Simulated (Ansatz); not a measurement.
Density of states of AlRu (Pm-3m, a = 2.976 Å, b = 2.976 Å, c = 2.976 Å, α = 90.00°, β = 90.00°, γ = 90.00°), in states per eV and primitive cell, averaged over bins of 0.5 eV. Theory: DFT PBEsol, scalar-relativistic, plane waves, PAW in Ansatz 0.2.0.

Plane waves to 420 eV, a k mesh through Γ of 14×14×14 on the computed 2-atom cell and Gaussian smearing (0.10 eV); no spin polarisation.

The cell is relaxed at this level. The states (both spins) are summed by tetrahedra on a 21×21×21 mesh at the self-consistent density. Energies are bin centres; the table starts no lower than −8 eV and ends at 6 eV, or lower where the solved bands end.

It is a metal at this level.

```tsv
E − E_F (eV)	total	Ru 4d	Al 3p	Al 3s	Ru 5s
-7.80	0.26	0.01	0.08	0.08	0.08
-7.30	0.33	0.03	0.11	0.10	0.08
-6.80	0.43	0.06	0.14	0.14	0.08
-6.30	0.76	0.23	0.19	0.24	0.07
-5.80	1.31	0.62	0.23	0.40	0.04
-5.30	0.48	0.25	0.11	0.10	0.01
-4.80	0.38	0.17	0.13	0.06	0.02
-4.30	0.92	0.50	0.29	0.06	0.05
-3.80	2.08	1.29	0.59	0.08	0.10
-3.30	2.04	1.60	0.35	0.04	0.03
-2.80	1.73	1.40	0.30	0.00	0.00
-2.30	0.96	0.71	0.22	0.00	0.01
-1.80	2.45	2.00	0.37	0.02	0.03
-1.30	2.11	1.83	0.19	0.02	0.05
-0.80	3.17	2.77	0.27	0.02	0.06
-0.30	2.00	1.71	0.20	0.01	0.03
0.20	1.19	0.99	0.14	0.01	0.02
0.70	0.37	0.22	0.10	0.01	0.01
1.20	0.26	0.16	0.07	0.00	0.01
1.70	0.31	0.21	0.07	0.00	0.01
2.20	1.11	0.74	0.27	0.02	0.05
2.70	1.04	0.55	0.34	0.08	0.04
3.20	0.70	0.27	0.28	0.09	0.02
3.70	0.54	0.15	0.24	0.08	0.01
4.20	0.43	0.09	0.19	0.10	0.00
4.70	0.34	0.05	0.15	0.10	0.00
5.20	0.35	0.04	0.09	0.12	0.05
5.70	1.28	0.20	0.21	0.42	0.32
```

The columns after the total are the Löwdin projections on the occupied valence shells of the potentials. The rest of the total lies in shells that are empty in the free atom, which aren't projected, and between the atoms.

Cost: 1 run of about 0.29 core-minutes, on Arm Neoverse V1 (shared hosts).